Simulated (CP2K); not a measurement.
MoP:

```
CELL_PARAMETERS angstrom
3.22300 0.00000 0.00000
-1.61150 2.79120 0.00000
0.00000 0.00000 3.19100
ATOMIC_POSITIONS crystal
Mo 0.00000 0.00000 0.00000
P 0.33333 0.66667 0.50000
```

Program: CP2K 2026.2. Alike in all runs: task band structure; level PBE; no spin polarisation; cell as given; k mesh 10 × 10 × 8; smearing fermi-dirac 0.05 eV. Hardware: 1 thread of Arm Neoverse V2 (shared host).

**Question.** Order these runs on this cell by their wall time, lowest first.
A. potentials or basis POTENTIAL_UZH Mo GTH-PBE-q14, P GTH-PBE-q5; TZV2P-MOLOPT-PBE-GTH basis; ADDED_MOS [13]
B. potentials or basis POTENTIAL_UZH Mo GTH-PBE-q14, P GTH-PBE-q5; DZVP-MOLOPT-PBE-GTH basis; ADDED_MOS [13]
C. potentials or basis GTH_POTENTIALS Mo GTH-PBE-q14, P GTH-PBE-q5; SZV-MOLOPT-SR-GTH basis; ADDED_MOS [4]

**Answer.** C (16 s), B (45 s), A (110 s).
